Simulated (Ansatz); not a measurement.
# Titanium, hcp under BLYP: structure, energy and stiffness, part 1 of 2

Aim: take titanium in the hcp structure, relax it, solve it on a dense k-mesh, switch on spin-orbit coupling, then scale the cell to 7 volumes from 88 to 112 % of the relaxed one and try a fit of the equation of state. The start is ferromagnetic. The k-meshes are 12×12×7 for the relaxation; 20×20×11 for the dense run; 12×12×7 for spin-orbit coupling; 20×20×11 for the volumes. The starting cell is the deposited one, from the Crystallography Open Database.

Program: Ansatz 0.2.0. Level of theory: DFT BLYP, plane waves (420 eV) with PAW, scalar-relativistic; PBE-made PAW files. These are calculated values, not measurements.

## (1) The structure to begin with

It takes space group P6_3/mmc (No. 194, hexagonal). Conventional cell: a = 2.950 Å, b = 2.950 Å, c = 4.686 Å, α = 90.00°, β = 90.00°, γ = 120.00°. Around Ti (site symmetry -6m2) lie 12 Ti at 2.90 to 2.95 Å.

As a file:

```
CELL_PARAMETERS angstrom
2.95000 0.00000 0.00000
-1.47500 2.55477 0.00000
0.00000 0.00000 4.68600
ATOMIC_POSITIONS crystal
Ti 0.33333 0.66667 0.25000
Ti 0.66667 0.33333 0.75000
```

The atoms start with moments of +1 ×2 μB.

## (2) Geometry optimisation

Contents of input.yaml:

```yaml
crystal:
  lattice:
    - [2.9499978604, 0.0, 0.0]
    - [-1.4749989302, 2.5547730882, 0.0]
    - [0.0, 0.0, 4.686]
  atoms:
    - { symbol: Ti, position: [0.3333333333, 0.6666666667, 0.25], spin: 1.0 }
    - { symbol: Ti, position: [0.6666666667, 0.3333333333, 0.75], spin: 1.0 }
hamiltonian:
  xc: blyp
  pseudopotentials:
    kind: paw
    azcp:
      Ti: "pseudopotentials/Ti.paw.azcp"
basis:
  ecutwfc: 420
  fft_grid_basis: typed
kpoints:
  mp_grid: { grid: [12, 12, 7], shift: [0, 0, 0] }
magnetization:
  spin_polarized: true
scf:
  occupations: { method: fermi_dirac, width: 0.05 }
relax:
  max_steps: 60
  f_tol: 0.01
  cell: {}
```

What it wrote, cut to the lines that bear on the results:

```text
Warning: RAYON_NUM_THREADS=4 ignored (pool sized by the plan → 4); use --threads N
[...]
Pseudopotentials: kind: paw
Pseudopotential: Ti, paw, valence charge 12, recommended cutoff 420 eV (normal), <dir>
Functional definition: BLYP
[...]
Crystal: 2 atoms, lattice volume = 35.316 Å³
Basis set: ecut = 420 eV, 687 PW (Γ), exchange–correlation on 40×40×64 points (8 copies of the dense FFT grid, shifted against one another)
Bands: 17, of which v1, the nominal top of the filled ones, is band 12 counted from 1 (11 counted from 0)
Symmetry: 24 space group operations
Space group: P63/mmc (ITA 194), of the structure as read, at distance tolerance 3.3e-5 Å
Magnetic group: BNS 194.263 (UNI 1493), of the structure as read, at distance tolerance 3.3e-5 Å
k-points: 76 of 1008
[...]
Starting moments: Σ|m| = 2 μB on 2 of 2 sites
[...]
SCF iter   1: F=—  HF=-5011.536245 eV  |F-HF|=—  |Δ(HF+E_count)|=         —  Δρ=5.02e-2 (↑5.02e-2 ↓1.78e-2)  dr2=7.07e-1  dr2_m=3.07e-1  M=1.014 μB ∫|m|=1.014 μB  β_m=0.30  ethr=2.95e-3  ⟨swp⟩=1.0  Hψ=14553  notcnv=0
[...]
WARN: the starting moments were not kept: the SCF closed with an absolute magnetisation of 1.3e-6 μB, where they sum to 2 μB in size (2 sites). That is at most 0.1 of that sum. Measured as dr2_m measures the in/out step, that magnetisation stands 2.0e-13 eV from none, at or under the [...]
relax step   1: F+E_penalty+E_count = -5011.79708503 eV  Δ(F+E_penalty+E_count) = +0.000e0 eV  max|allowed force component| = 1.295e-16 eV/Å  Δτ_max = 0.0000 Å  P = +0.820 GPa  Ω = 35.316 Å³  (11 SCF iters, dr2 threshold 1.00e-7 eV, accepted)
[...]
relax step   5: F+E_penalty+E_count = -5011.79787333 eV  Δ(F+E_penalty+E_count) = -3.989e-5 eV  max|allowed force component| = 2.961e-16 eV/Å  Δτ_max = 0.0000 Å  P = -0.007 GPa  Ω = 35.593 Å³  stress off target by 3.63e-2 GPa  SCF on the basis re-selected at this cell (its energy is not [...]
SCF converged after 6 iterations
Magnetization: 0.0000 μB (12.0000 up, 12.0000 down)
Absolute magnetization: 0.0000 μB (∫|ρ↑−ρ↓|, with the PAW one-centre terms)
Spin contamination: 0.0000 ħ² per cell (⟨S²⟩ above its minimum at these occupations)
Per-site moments (μB) at R_I (Å): [(1.1296521195195384e-8, 1.1966963802414565), (1.1296521244711665e-8, 1.1966963802414565)]
Free energy (F): -5011.797873 eV
[...]
E sigma→0 (E₀):  -5011.788253 eV
Entropy (-TS):   -0.019242 eV (-9.621 meV/atom)
Fermi energy:    13.446355 eV
[...]
--- Forces (eV/Å), atoms counted from 1 ---
  atom   1  Ti    -0.00000000    -0.00000000    -0.00000000
  atom   2  Ti    -0.00000000     0.00000000     0.00000000
[...]
--- Stress (GPa, compression-positive) ---
        0.007439      -0.000000       0.000000
        0.000000       0.007439       0.000000
        0.000000       0.000000      -0.036329
  P = ⅓ Tr σ = -0.0072 GPa (-0.072 kbar)
--- Relaxed structure (4 steps of the walk, 3 accepted, 1 SCFs on fresh bases) ---
  F+E_penalty+E_count = -5011.79787333 eV   max|allowed force component| = 2.961e-16 eV/Å   (the final SCF, on the basis selected at the relaxed cell)
  cell:  # Å, volume = 35.5931 Å³
    - [2.960966402819875, 0.0, 0.0]
    - [-1.4804832014099376, 2.564272124594239, 0.0]
    - [0.0, 0.0, 4.687787054975722]
  atoms:
    - { symbol: Ti, position: [0.3333333333333333, 0.6666666666666666, 0.25] }
    - { symbol: Ti, position: [0.6666666666666666, 0.3333333333333333, 0.75] }
```

It took 13 s on 4 threads of an Arm CPU, shared host; peak memory 0.38 GiB.

Step by step:

| step | energy change (meV/atom) | largest force (eV/Å) | pressure (GPa) | volume (Å³/atom) | accepted |
| --- | --- | --- | --- | --- | --- |
| 1 | 0.00 | 0.0000 | 0.82 | 17.658 | yes |
| 2 | 0.17 | 0.0000 | -0.99 | 17.964 | no |
| 3 | -0.37 | 0.0000 | 0.00 | 17.795 | yes |
| 4 | -0.37 | 0.0000 | -0.01 | 17.797 | yes |
| 5 | -0.39 | 0.0000 | -0.01 | 17.797 | yes |

Steps that repeat a cell are solved on a basis chosen anew, so their changes of energy are no gain of the relaxation.

Changes in the cell that was computed:

|  | before | after | change |
| --- | --- | --- | --- |
| a (Å) | 2.950 | 2.961 | +0.4 % |
| b (Å) | 2.950 | 2.961 | +0.4 % |
| c (Å) | 4.686 | 4.688 | +0.0 % |
| volume (Å³/atom) | 17.658 | 17.797 | +0.8 % |
| shortest distance (Å) | 2.897 | 2.901 | +0.2 % |
| space group (spins left aside) | P6_3/mmc | P6_3/mmc | same |

## (3) Single point on a dense mesh

Contents of input.yaml:

```yaml
crystal:
  lattice:
    - [2.9609664028, 0.0, 0.0]
    - [-1.4804832014, 2.5642721246, 0.0]
    - [0.0, 0.0, 4.687787055]
  atoms:
    - { symbol: Ti, position: [0.3333333333, 0.6666666667, 0.25], spin: 1.0 }
    - { symbol: Ti, position: [0.6666666667, 0.3333333333, 0.75], spin: 1.0 }
hamiltonian:
  xc: blyp
  pseudopotentials:
    kind: paw
    azcp:
      Ti: "pseudopotentials/Ti.paw.azcp"
basis:
  ecutwfc: 420
  fft_grid_basis: typed
kpoints:
  mp_grid: { grid: [20, 20, 11], shift: [0, 0, 0] }
magnetization:
  spin_polarized: true
scf:
  occupations: { method: fermi_dirac, width: 0.05 }
```

What it wrote, cut to the lines that bear on the results:

```text
Warning: RAYON_NUM_THREADS=4 ignored (pool sized by the plan → 4); use --threads N
[...]
[... 3 set-up lines as earlier in the session ...]
[...]
Crystal: 2 atoms, lattice volume = 35.593 Å³
Basis set: ecut = 420 eV, 687 PW (Γ), exchange–correlation on 40×40×64 points (8 copies of the dense FFT grid, shifted against one another)
Bands: 17, of which v1, the nominal top of the filled ones, is band 12 counted from 1 (11 counted from 0)
[... 2 set-up lines as earlier in the session ...]
Magnetic group: BNS 194.263 (UNI 1493), of the structure as read, at distance tolerance 3.3e-5 Å
k-points: 264 of 4400
[...]
Starting moments: Σ|m| = 2 μB on 2 of 2 sites
[...]
SCF iter   1: F=—  HF=-5012.313198 eV  |F-HF|=—  |Δ(HF+E_count)|=         —  Δρ=6.98e-2 (↑6.98e-2 ↓3.52e-2)  dr2=8.23e-1  dr2_m=8.18e-1  M=0.132 μB ∫|m|=0.151 μB  β_m=0.30  ethr=3.10e-3  ⟨swp⟩=4.3  Hψ=37564  notcnv=0
[...]
SCF iter  10: F=-5011.798617 eV  HF=-5011.798617 eV  |F-HF|=9.09e-13  |Δ(HF+E_count)|=  5.46e-11  Δρ=5.60e-8 (↑4.03e-8 ↓5.60e-8)  dr2=1.14e-12  dr2_m=4.73e-13  M=0.000 μB ∫|m|=0.000 μB  ethr=1.00e-12  ⟨swp⟩=1.0  Hψ=21861  notcnv=0
[...]
WARN: the starting moments were not kept: the SCF closed with an absolute magnetisation of 1.0e-6 μB, where they sum to 2 μB in size (2 sites). That is at most 0.1 of that sum. Measured as dr2_m measures the in/out step, that magnetisation stands 1.8e-13 eV from none, at or under the [...]
SCF converged after 10 iterations
Magnetization: 0.0000 μB (12.0000 up, 12.0000 down)
Absolute magnetization: 0.0000 μB (∫|ρ↑−ρ↓|, with the PAW one-centre terms)
Spin contamination: 0.0000 ħ² per cell (⟨S²⟩ above its minimum at these occupations)
Per-site moments (μB) at R_I (Å): [(1.7045861858634675e-7, 1.1966963802445745), (1.704586186093924e-7, 1.1966963802445745)]
Free energy (F): -5011.798617 eV
[...]
E sigma→0 (E₀):  -5011.789504 eV
Entropy (-TS):   -0.018226 eV (-9.113 meV/atom)
Fermi energy:    13.449225 eV
[...]
```

Wall time 9.3 s (4 threads of an Arm CPU, shared host); peak memory 0.52 GiB.

## (4) Spin-orbit coupling switched on

Contents of input.yaml:

```yaml
crystal:
  lattice:
    - [2.9609664028, 0.0, 0.0]
    - [-1.4804832014, 2.5642721246, 0.0]
    - [0.0, 0.0, 4.687787055]
  atoms:
    - { symbol: Ti, position: [0.3333333333, 0.6666666667, 0.25], spin: 1.0, spin_axis: [0, 0, 1] }
    - { symbol: Ti, position: [0.6666666667, 0.3333333333, 0.75], spin: 1.0, spin_axis: [0, 0, 1] }
hamiltonian:
  xc: blyp
  pseudopotentials:
    kind: paw_fr
    azcp:
      Ti: "pseudopotentials/Ti.paw.azcp"
basis:
  ecutwfc: 420
  fft_grid_basis: typed
kpoints:
  mp_grid: { grid: [12, 12, 7], shift: [0, 0, 0] }
magnetization:
  noncollinear: true
  spin_orbit: true
scf:
  occupations: { method: fermi_dirac, width: 0.05 }
```

What it wrote, cut to the lines that bear on the results:

```text
Warning: RAYON_NUM_THREADS=4 ignored (pool sized by the plan → 4); use --threads N
[...]
Pseudopotentials: kind: paw_fr
Pseudopotential: Ti, paw_fr, valence charge 12, recommended cutoff 420 eV (normal), <dir>
[... 1 set-up line as earlier in the session ...]
[...]
Crystal: 2 atoms, lattice volume = 35.593 Å³
Basis set: ecut = 420 eV, 687 PW (Γ), exchange–correlation on 40×40×64 points (8 copies of the dense FFT grid, shifted against one another)
Bands: 32, of which v1, the nominal top of the filled ones, is band 24 counted from 1 (23 counted from 0)
Symmetry: 12 space group operations + 12 with time reversal
Magnetic group: BNS 194.270 (UNI 1500), of the structure as read, at distance tolerance 3.3e-5 Å
k-points: 76 of 1008 (time reversal used)
Projection manifold: j_resolved (fully-relativistic pseudo-atomic orbitals)
[...]
Starting moments: Σ|m| = 2 μB on 2 of 2 sites
[...]
WARN: the starting moments were not kept: the SCF closed with an absolute magnetisation of 4.5e-6 μB, where they sum to 2 μB in size (2 sites). That is at most 0.1 of that sum. Measured as dr2_m measures the in/out step, that magnetisation stands 2.3e-12 eV from none, at or under the [...]
SCF converged after 16 iterations
Stability not checked: this state was not tested for a lower state beside it, because this non-collinear magnet's GGA is evaluated by the locally collinear projection, under which the energy is not smooth in the magnetisation (locally_collinear_gga; see scf.lower_state_search)
Magnetization: |M| = 0.0000 μB,  M = (+0.0000, +0.0000, -0.0000) μB
Absolute magnetization: 0.0000 μB (∫|m|, with the PAW one-centre terms)
  site 0: m = (+0.0000, -0.0000, -0.0000) μB, |m| = 0.0000 μB  (R = 1.20 Å)
  site 1: m = (-0.0000, +0.0000, -0.0000) μB, |m| = 0.0000 μB  (R = 1.20 Å)
Free energy (F): -5011.940574 eV
[...]
E sigma→0 (E₀):  -5011.930950 eV
Entropy (-TS):   -0.019247 eV (-9.624 meV/atom)
Fermi energy:    13.446322 eV
[...]
```

It took 22 s on 4 threads of an Arm CPU, shared host; peak memory 0.55 GiB.

Side by side:

|  | scalar-relativistic | with spin-orbit coupling |
| --- | --- | --- |
| k-mesh | 20×20×11 | 12×12×7 |
| gap on the mesh | none (levels filled in part) | none (levels filled in part) |
| magnetic state | non-magnetic | non-magnetic |

The meshes differ, so small differences between the columns need not come from spin-orbit coupling.

## (5) At 88 % of the relaxed volume

Contents of input.yaml:

```yaml
crystal:
  lattice:
    - [2.8374466437, 0.0, 0.0]
    - [-1.4187233219, 2.4573008753, 0.0]
    - [0.0, 0.0, 4.4922311962]
  atoms:
    - { symbol: Ti, position: [0.3333333333, 0.6666666667, 0.25], spin: 1.0 }
    - { symbol: Ti, position: [0.6666666667, 0.3333333333, 0.75], spin: 1.0 }
hamiltonian:
  xc: blyp
  pseudopotentials:
    kind: paw
    azcp:
      Ti: "pseudopotentials/Ti.paw.azcp"
basis:
  ecutwfc: 420
  fft_grid_basis: typed
kpoints:
  mp_grid: { grid: [20, 20, 11], shift: [0, 0, 0] }
magnetization:
  spin_polarized: true
scf:
  occupations: { method: fermi_dirac, width: 0.05 }
output:
  stress: true
```

What it wrote, cut to the lines that bear on the results:

```text
Warning: RAYON_NUM_THREADS=4 ignored (pool sized by the plan → 4); use --threads N
[...]
[... 3 set-up lines as earlier in the session ...]
[...]
Crystal: 2 atoms, lattice volume = 31.322 Å³
Basis set: ecut = 420 eV, 615 PW (Γ), exchange–correlation on 40×40×64 points (8 copies of the dense FFT grid, shifted against one another)
Bands: 17, of which v1, the nominal top of the filled ones, is band 12 counted from 1 (11 counted from 0)
[... 1 set-up line as earlier in the session ...]
Space group: P63/mmc (ITA 194), of the structure as read, at distance tolerance 3.2e-5 Å
Magnetic group: BNS 194.263 (UNI 1493), of the structure as read, at distance tolerance 3.2e-5 Å
k-points: 264 of 4400
[...]
Starting moments: Σ|m| = 2 μB on 2 of 2 sites
[...]
SCF iter   1: F=—  HF=-5011.819652 eV  |F-HF|=—  |Δ(HF+E_count)|=         —  Δρ=7.41e-2 (↑7.41e-2 ↓3.99e-2)  dr2=7.33e-1  dr2_m=8.48e-1  M=0.116 μB ∫|m|=0.128 μB  β_m=0.30  ethr=3.05e-3  ⟨swp⟩=1.0  Hψ=50379  notcnv=0
[...]
SCF iter   9: F=-5011.595167 eV  HF=-5011.595167 eV  |F-HF|=5.46e-12  |Δ(HF+E_count)|=  5.34e-10  Δρ=2.18e-7 (↑2.18e-7 ↓7.82e-8)  dr2=8.93e-12  dr2_m=3.87e-12  M=0.000 μB ∫|m|=0.000 μB  ethr=1.00e-12  ⟨swp⟩=1.0  Hψ=26971  notcnv=0
[...]
WARN: the starting moments were not kept: the SCF closed with an absolute magnetisation of 2.9e-6 μB, where they sum to 2 μB in size (2 sites). That is at most 0.1 of that sum. Measured as dr2_m measures the in/out step, that magnetisation stands 1.5e-12 eV from none, at or under the [...]
SCF converged after 9 iterations
Magnetization: 0.0000 μB (12.0000 up, 12.0000 down)
Absolute magnetization: 0.0000 μB (∫|ρ↑−ρ↓|, with the PAW one-centre terms)
Spin contamination: 0.0000 ħ² per cell (⟨S²⟩ above its minimum at these occupations)
Per-site moments (μB) at R_I (Å): [(3.332546241338818e-7, 1.146774959832322), (3.3325462406487874e-7, 1.146774959832322)]
Free energy (F): -5011.595167 eV
[...]
E sigma→0 (E₀):  -5011.587217 eV
Entropy (-TS):   -0.015901 eV (-7.950 meV/atom)
Fermi energy:    15.547579 eV
[...]
--- Stress (GPa, compression-positive) ---
       16.807915       0.000000      -0.000000
        0.000000      16.807915       0.000000
       -0.000000       0.000000      17.121432
  P = ⅓ Tr σ = 16.9124 GPa (169.124 kbar)
```

Wall time 9.3 s (4 threads of an Arm CPU, shared host); peak memory 0.5 GiB.

## (6) At 92 % of the relaxed volume

input.yaml: that of step 5 with these lines changed.

```diff
@@ -2,5 +2,5 @@
   lattice:
-    - [2.8374466437, 0.0, 0.0]
-    - [-1.4187233219, 2.4573008753, 0.0]
-    - [0.0, 0.0, 4.4922311962]
+    - [2.8798028382, 0.0, 0.0]
+    - [-1.4399014191, 2.4939824158, 0.0]
+    - [0.0, 0.0, 4.5592893094]
   atoms:
```

What it wrote, cut to the lines that bear on the results:

```text
Warning: RAYON_NUM_THREADS=4 ignored (pool sized by the plan → 4); use --threads N
[...]
[... 3 set-up lines as earlier in the session ...]
[...]
Crystal: 2 atoms, lattice volume = 32.746 Å³
Basis set: ecut = 420 eV, 627 PW (Γ), exchange–correlation on 40×40×64 points (8 copies of the dense FFT grid, shifted against one another)
Bands: 17, of which v1, the nominal top of the filled ones, is band 12 counted from 1 (11 counted from 0)
[... 2 set-up lines as earlier in the session ...]
Magnetic group: BNS 194.263 (UNI 1493), of the structure as read, at distance tolerance 3.2e-5 Å
k-points: 264 of 4400
[...]
Starting moments: Σ|m| = 2 μB on 2 of 2 sites
[...]
SCF iter   1: F=—  HF=-5012.071873 eV  |F-HF|=—  |Δ(HF+E_count)|=         —  Δρ=7.27e-2 (↑7.27e-2 ↓3.82e-2)  dr2=7.69e-1  dr2_m=8.38e-1  M=0.121 μB ∫|m|=0.135 μB  β_m=0.30  ethr=3.10e-3  ⟨swp⟩=4.3  Hψ=37357  notcnv=0
[...]
SCF iter   9: F=-5011.714504 eV  HF=-5011.714504 eV  |F-HF|=4.55e-12  |Δ(HF+E_count)|=  4.35e-10  Δρ=2.48e-7 (↑2.48e-7 ↓9.53e-8)  dr2=1.35e-11  dr2_m=4.97e-12  M=0.000 μB ∫|m|=0.000 μB  ethr=1.00e-12  ⟨swp⟩=1.0  Hψ=26852  notcnv=0
[...]
WARN: the starting moments were not kept: the SCF closed with an absolute magnetisation of 3.4e-6 μB, where they sum to 2 μB in size (2 sites). That is at most 0.1 of that sum. Measured as dr2_m measures the in/out step, that magnetisation stands 1.9e-12 eV from none, at or under the [...]
SCF converged after 9 iterations
Magnetization: 0.0000 μB (12.0000 up, 12.0000 down)
Absolute magnetization: 0.0000 μB (∫|ρ↑−ρ↓|, with the PAW one-centre terms)
Spin contamination: 0.0000 ħ² per cell (⟨S²⟩ above its minimum at these occupations)
Per-site moments (μB) at R_I (Å): [(3.5002819876983727e-7, 1.163893527809), (3.5002819881882277e-7, 1.163893527809)]
Free energy (F): -5011.714504 eV
[...]
E sigma→0 (E₀):  -5011.706235 eV
Entropy (-TS):   -0.016538 eV (-8.269 meV/atom)
Fermi energy:    14.791697 eV
[...]
--- Stress (GPa, compression-positive) ---
       10.137328       0.000000      -0.000000
       -0.000000      10.137328       0.000000
       -0.000000       0.000000      10.208073
  P = ⅓ Tr σ = 10.1609 GPa (101.609 kbar)
```

Wall time 9.1 s (4 threads of an Arm CPU, shared host); peak memory 0.51 GiB.

## (7) At 96 % of the relaxed volume

input.yaml: that of step 6 with these lines changed.

```diff
@@ -2,5 +2,5 @@
   lattice:
-    - [2.8798028382, 0.0, 0.0]
-    - [-1.4399014191, 2.4939824158, 0.0]
-    - [0.0, 0.0, 4.5592893094]
+    - [2.9209484377, 0.0, 0.0]
+    - [-1.4604742189, 2.5296155502, 0.0]
+    - [0.0, 0.0, 4.6244308147]
   atoms:
```

What it wrote, cut to the lines that bear on the results:

```text
Warning: RAYON_NUM_THREADS=4 ignored (pool sized by the plan → 4); use --threads N
[...]
[... 3 set-up lines as earlier in the session ...]
[...]
Crystal: 2 atoms, lattice volume = 34.169 Å³
Basis set: ecut = 420 eV, 687 PW (Γ), exchange–correlation on 40×40×64 points (8 copies of the dense FFT grid, shifted against one another)
Bands: 17, of which v1, the nominal top of the filled ones, is band 12 counted from 1 (11 counted from 0)
[... 2 set-up lines as earlier in the session ...]
Magnetic group: BNS 194.263 (UNI 1493), of the structure as read, at distance tolerance 3.2e-5 Å
k-points: 264 of 4400
[...]
Starting moments: Σ|m| = 2 μB on 2 of 2 sites
[...]
SCF iter   1: F=—  HF=-5012.229826 eV  |F-HF|=—  |Δ(HF+E_count)|=         —  Δρ=7.12e-2 (↑7.12e-2 ↓3.66e-2)  dr2=7.99e-1  dr2_m=8.29e-1  M=0.126 μB ∫|m|=0.143 μB  β_m=0.30  ethr=3.10e-3  ⟨swp⟩=4.3  Hψ=37474  notcnv=0
[...]
SCF iter   9: F=-5011.779183 eV  HF=-5011.779183 eV  |F-HF|=5.46e-12  |Δ(HF+E_count)|=  4.34e-10  Δρ=2.71e-7 (↑2.71e-7 ↓1.15e-7)  dr2=1.82e-11  dr2_m=6.02e-12  M=0.000 μB ∫|m|=0.000 μB  ethr=1.00e-12  ⟨swp⟩=1.0  Hψ=26482  notcnv=0
[...]
WARN: the starting moments were not kept: the SCF closed with an absolute magnetisation of 4.0e-6 μB, where they sum to 2 μB in size (2 sites). That is at most 0.1 of that sum. Measured as dr2_m measures the in/out step, that magnetisation stands 2.4e-12 eV from none, at or under the [...]
SCF converged after 9 iterations
Magnetization: 0.0000 μB (12.0000 up, 12.0000 down)
Absolute magnetization: 0.0000 μB (∫|ρ↑−ρ↓|, with the PAW one-centre terms)
Spin contamination: 0.0000 ħ² per cell (⟨S²⟩ above its minimum at these occupations)
Per-site moments (μB) at R_I (Å): [(4.140426593751279e-7, 1.180522824892136), (4.140426593290065e-7, 1.180522824892136)]
Free energy (F): -5011.779183 eV
[...]
E sigma→0 (E₀):  -5011.770502 eV
Entropy (-TS):   -0.017362 eV (-8.681 meV/atom)
Fermi energy:    14.094394 eV
[...]
--- Stress (GPa, compression-positive) ---
        4.596416       0.000000       0.000000
       -0.000000       4.596416       0.000000
        0.000000       0.000000       4.527981
  P = ⅓ Tr σ = 4.5736 GPa (45.736 kbar)
```

It took 9.3 s on 4 threads of an Arm CPU, shared host; peak memory 0.52 GiB.

(Continued in part 2 of 2.)
